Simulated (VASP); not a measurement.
Here is a VASP 6.6.1 calculation.

File INCAR:

```
SYSTEM = Zr
  PREC = Accurate
  ENCUT = 600
  EDIFF = 1E-7
  ISMEAR = 0
  SIGMA = 0.1
  LREAL = .False.
  LASPH = .True.
  NELM = 80
  ALGO = Normal
  ISIF = 3
  LWAVE = .False.
  LCHARG = .False.
  GGA = PS
  IBRION = 2
  NSW = 90
  EDIFFG = -0.005
```

The input KPOINTS:

```
Automatic mesh
0
Gamma
  16 16 16
  0 0 0
```

Contents of POSCAR:

```
Zr
1.0
   -1.7908472700      1.7908472700      1.7908472700
    1.7908472700     -1.7908472700      1.7908472700
    1.7908472700      1.7908472700     -1.7908472700
Zr
1
Direct
    0.0000000000      0.0000000000      0.0000000000
```

Potentials or basis: VASP PAW PBE potentials, release 64 (Zr_sv).

Launch:

```bash
$ cat potpaw_PBE.64/Zr_sv/POTCAR > POTCAR
$ mpirun -np 1 vasp_std > vasp.out
```

Question: Predict the band gap on the k mesh.

Answer: None (metal or under the smearing width).

Question: Predict the relaxed volume.

Answer: 21.86 Å³/atom.

Question: What does it give for the relaxed cell?

Answer: a = 3.051 Å, b = 3.051 Å, c = 3.051 Å, α = 109.47°, β = 109.47°, γ = 109.47°.

Final structure:
```
Zr
1.0
    -1.76130    1.76130    1.76130
     1.76130   -1.76130    1.76130
     1.76130    1.76130   -1.76130
Zr
1
Cartesian
  0.0000 0.0000 0.0000
```

Caveat: the PAW data sets were made with another functional, which shifts forces and pressure a little.
